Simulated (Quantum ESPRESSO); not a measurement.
## Mg under changes of volume

One of the cells (23.237 Å³/atom); the others are scaled copies at fixed shape and fractional positions:

```xyz
2
Lattice="3.2093 0.0000 0.0000 -1.6046 2.7793 0.0000 0.0000 0.0000 5.2103" Properties=species:S:1:pos:R:3 pbc="T T T"
Mg    1.6047    0.9264    3.9077
Mg    0.0000    1.8529    1.3026
```

- Program: Quantum ESPRESSO 7.5
- Functional: LDA
- Potentials or basis: PseudoDojo 0.4.1 SR LDA standard
- Cutoff: 1143 eV
- Density cutoff: 4572 eV
- k mesh: 10 × 10 × 5
- Occupations: fermi-dirac, width 0.05 eV
- Spin: no spin polarisation

| volume (Å³/atom) | energy over the lowest point (meV/atom) | pressure (GPa) |
| --- | --- | --- |
| 21.843 | 0.00 | -0.2 |
| 22.308 | 1.82 | -1.0 |
| 22.772 | 5.73 | -1.7 |
| 23.237 | 11.51 | -2.3 |
| 23.702 | 18.96 | -2.9 |
| 24.167 | 27.91 | -3.4 |
| 24.631 | ? | ? |

Task: What does the run at 24.631 Å³/atom give?

Result: Energy over the lowest point 38.22 meV/atom; pressure -3.8 GPa.

Worked out: A Birch-Murnaghan fit of order 3 (a polynomial in V^(-2/3)) to the other rows has its minimum at 21.71 Å³/atom, just outside them, with B0 = V·E''(V) = 39 GPa and B' = 4.3 at fixed shape and positions, which overstates the stiffness. It gives 38.17 meV/atom at 24.631 Å³/atom, against the run's 38.22, and -dE/dV = -3.8 GPa, against -3.8.

Energies are extrapolated to zero smearing.
